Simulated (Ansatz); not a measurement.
Input and command of a plane-wave DFT calculation in Ansatz:

```yaml
crystal:
  lattice:
    - [3.5104841895, 0.0, 0.0]
    - [-1.7552420948, 3.0401684877, 0.0]
    - [0.0, 0.0, 7.5430293967]
  atoms:
    - { symbol: Si, position: [0.3333333333, 0.6666666667, 0.0630095] }
    - { symbol: Si, position: [0.6666666667, 0.3333333333, 0.5630095] }
    - { symbol: Si, position: [0.3333333333, 0.6666666667, 0.4369905] }
    - { symbol: Si, position: [0.6666666667, 0.3333333333, 0.9369905] }
basis:
  ecutwfc: 420
kpoints:
  mp_grid: { grid: [12, 12, 6] }
hamiltonian:
  xc: pbesol
scf:
  occupations: { method: gaussian, width: 0.03 }
output:
  forces: true
  stress: true
  eigenvalues: true
```

```bash
ansatz run input.yaml --threads 1 --pin off --max-ram 2560MiB --backend cpu --events-out ev --progress --plain --runs-dir out
```

Processor: AMD EPYC 7R43 64-Core Processor (Zen 3), 1 thread, on a host shared with other jobs.

**Question.** Estimate time, memory and problem size.

**Answer.** About 4.6 s on 1 thread of AMD EPYC 7R43 64-Core Processor (Zen 3), with other jobs on the host, peak memory 0.4 GiB. It solves 12 bands at 76 k points (the mesh reduced by the symmetry that the task leaves, which can be less than the crystal's) with about 1555 plane waves, in 6 SCF iterations.
